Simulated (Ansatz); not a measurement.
The system is GaN.

```
Ga N
1.0
     0.00000    2.13524    2.13524
     2.13524    0.00000    2.13524
     2.13524    2.13524    0.00000
Ga N
1 1
Direct
  0.00000 0.00000 0.00000
  0.50000 0.50000 0.50000
```

Measurements of this composition are mostly on another form, of space group No. 186.

```yaml
Program: Ansatz 0.2.0
Task: relaxation of cell and atoms
Functional: RPBE
Dispersion: D3(BJ)
Potentials_or_basis: Ansatz PAW
Cutoff: "420 eV (not typed: the program's choice for these potentials)"
k_mesh: 11 × 11 × 11
Occupations: fermi-dirac, width 0.05 eV
Spin: no spin polarisation
```

At the start: volume 9.74 Å³/atom.

**Question.** How do energy, volume and symmetry change on relaxing?

**Answer.** It ends after 8 steps and the volume is 8.85 Å³/atom (-9.1 %); space group Fm-3m (No. 225, to 0.05 Å).

Step by step:
```tsv
step	energy change (eV)	largest force (eV/Å)	volume (Å³)
1	0.0000	0.0000	19.47
2	-0.1177	0.0000	18.25
3	-0.1323	0.0000	17.63
4	-0.1323	0.0000	17.73
5	-0.1323	0.0000	17.72
6	-0.1278	0.0000	17.72
7	-0.1279	0.0000	17.70
8	-0.1278	0.0000	17.70
```

Final structure:
```
CELL_PARAMETERS angstrom
0.00000 2.06854 2.06854
2.06854 0.00000 2.06854
2.06854 2.06854 0.00000
ATOMIC_POSITIONS crystal
Ga 0.00000 0.00000 0.00000
N 0.50000 0.50000 0.50000
```

Caveat: the plane-wave basis is chosen anew once the cell has moved, so the energies of steps on either side of that aren't comparable; the pressure holds a Pulay correction of +0.6 GPa for the finite cutoff; the PAW data sets come from PBE, with cores solved anew for the run's functional, which leaves a small shift of forces and pressure.
